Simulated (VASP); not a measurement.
Input of a VASP 6.6.1 run:

Contents of INCAR:

```
SYSTEM = Mg
PREC = Accurate
ENCUT = 520
EDIFF = 1E-7
ISMEAR = 0
SIGMA = 0.15
LREAL = .False.
LASPH = .True.
NELM = 100
ALGO = Normal
ISIF = 2
LWAVE = .False.
LCHARG = .True.
GGA = PS
LELF = .True.
LVHAR = .True.
NBANDS = 7
```

KPOINTS

```
Automatic mesh
0
Gamma
  20 20 20
  0 0 0
```

File POSCAR:

```
Mg
1.0
    0.0000000000      2.1119257540      2.5343109048
    2.1119257540      0.0000000000      2.5343109048
    2.1119257540      2.1119257540      0.0000000000
Mg
1
Direct
    0.0000000000      0.0000000000      0.0000000000
```

Potentials or basis: VASP PAW PBE potentials, release 64 (Mg).

Run with:

```console
$ cat potpaw_PBE.64/Mg/POTCAR > POTCAR
$ mpirun -np 1 vasp_std > vasp.out
```

Question: Predict the pressure.

Answer: 0.4 GPa.

Question: What does it give for the band gap on the k mesh?

Answer: None (metal or under the smearing width).

Stress tensor (GPa, compression positive):
```
 2.42  0.00  0.00
 0.00  2.42  0.00
 0.00  0.00 -3.73
```

Caveat: the PAW data sets were made with another functional, which shifts forces and pressure a little.
